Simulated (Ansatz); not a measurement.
**CoO in Ansatz: convergence with cutoff**

Input of the first run (cutoff 80 eV); the others differ in this setting and in those tied to it:

input.yaml

```yaml
crystal:
  lattice:
    - [-1.508, 1.508, 2.1072475377]
    - [1.508, -1.508, 2.1072475377]
    - [1.508, 1.508, -2.1072475377]
  atoms:
    - { symbol: Co, position: [0.003815, 0.002335, -0.000862], spin: 2.0 }
    - { symbol: O, position: [0.499196, 0.503621, 0.004085] }
kpoints:
  mp_grid: { grid: [7, 7, 7] }
scf:
  occupations: { method: fermi_dirac, width: 0.05 }
hamiltonian:
  xc: lda
  pseudopotentials: { kind: all_electron, lapw: { basis_error: 0.001 } }
magnetization:
  spin_polarized: true
output:
  forces: true
  stress: true
  eigenvalues: true
basis:
  ecutwfc: 80
```

Potentials or basis: all-electron LAPW, scalar-relativistic.

Launch:

```sh
$ ansatz run input.yaml --threads 2 --pin off --max-ram 6144MiB --backend cpu --events-out ev --progress --plain --runs-dir out
```

The cell isn't the ideal one: atoms moved at random, drawn with an rms of 0.02 Å.

Hardware: 2 threads of Arm Neoverse V2, with other jobs on the host.

```csv
cutoff,"energy less the tightest run, at zero smearing (meV/atom)",pressure (GPa),largest force (eV/Å),absolute moment (μB),SCF cycles,CPU time (s),peak memory (GiB)
80 eV,2213.56,16.47,0.035,2.64,11,37,0.5
110 eV,745.77,-5.15,0.038,2.95,11,42,0.5
140 eV,256.93,-14.51,0.024,2.82,11,46,0.52
180 eV,67.34,-17.77,0.018,2.78,11,50,0.53
230 eV,14.19,-18.38,0.017,2.80,11,59,0.55
290 eV,2.59,-18.53,0.017,2.80,11,70,0.59
360 eV,0.40,-18.55,0.017,2.80,11,82,0.63
450 eV,0.03,-18.56,0.017,2.80,11,110,0.71
560 eV,0.00,-18.56,0.017,2.80,12,150,0.81
```

Against the tightest run, the energy stays within 1 meV/atom from 360 eV on; the pressure stays within 0.1 GPa from 290 eV on; the largest force stays within 0.005 eV/Å from 180 eV on; the absolute moment stays within 0.02 μB from 180 eV on. The tightest run that finished is the yardstick and may itself not be fully converged.

Caveat, for the tightest run too: the k mesh is coarse (spacing up to 0.42 Å⁻¹), so the values aren't converged; the k mesh is thin for a metal, which can move the energy by tens of meV per atom; a cell with one magnetic atom can't hold antiferromagnetic order, which such compounds often take; semilocal functionals often make such compounds metallic where correlation or magnetic order opens a gap, which also shifts bond lengths.
